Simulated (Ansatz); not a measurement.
## Which functional gives which lattice for SiS$_{2}$?

Starting cell:

```xyz
6
Lattice="-2.7680 4.8810 2.7715 2.7680 -4.8810 2.7715 2.7680 4.8810 -2.7715" Properties=species:S:1:pos:R:3 pbc="T T T"
Si    0.0000    0.0000    4.1572
Si    0.0000    0.0000    1.3857
S     1.6018    3.7358    2.7715
S     1.1662    1.1452    0.0000
S     1.1662   -1.1452    2.7715
S     1.6018    6.0263    0.0000
```

Ansatz, plane waves and PAW, scalar-relativistic (no spin–orbit coupling), 6×6×6 k-mesh. No spin polarisation. In the setting of the table the starting cell (space group Ibam) has 6.258 × 6.258 × 6.258 Å, angles 127.5 / 77.5 / 127.4°. Each functional was followed to zero pressure with shape and atoms relaxed, then fitted over four more volumes within ±4 % of it.

(1) What cell, stiffness and gap does each give?

## Answers

(1) 
```json
{"functional": "rPW86-PBE + rVV10", "V0 (Å³/atom)": "24.35", "cell": "6.180 × 6.180 × 6.180 Å, angles 127.5 / 78.5 / 126.2°", "B0 (GPa)": "14", "B′ from the pressures": "–", "gap on the mesh": "2.47 eV", "cutoff (eV)": "420"}
{"functional": "r2SCAN + D3(BJ)-ATM", "V0 (Å³/atom)": "24.55", "cell": "6.219 × 6.219 × 6.219 Å, angles 127.3 / 77.8 / 127.3°", "B0 (GPa)": "11", "B′ from the pressures": "–", "gap on the mesh": "3.23 eV", "cutoff (eV)": "500"}
```

B′ is left blank where a third-order fit to these five points leaves it in doubt. Of 3 runs of this kind 1 is left out: 1 is in doubt (a loose fit, a gap or moment that comes and goes along the fit, no cell at zero pressure, a state that may not be the lowest or a known fault).

Caveats: gaps at these levels are rough, and mostly too small.

Points behind the fit for r2SCAN + D3(BJ)-ATM:

```json
{"V (Å³/atom)": "23.619", "E − Emin (meV/atom)": "1.43", "P (GPa)": "0.52"}
{"V (Å³/atom)": "24.111", "E − Emin (meV/atom)": "0.30", "P (GPa)": "0.22"}
{"V (Å³/atom)": "24.603", "E − Emin (meV/atom)": "0.00", "P (GPa)": "-0.01"}
{"V (Å³/atom)": "25.095", "E − Emin (meV/atom)": "0.39", "P (GPa)": "-0.21"}
{"V (Å³/atom)": "25.587", "E − Emin (meV/atom)": "1.34", "P (GPa)": "-0.37"}
```
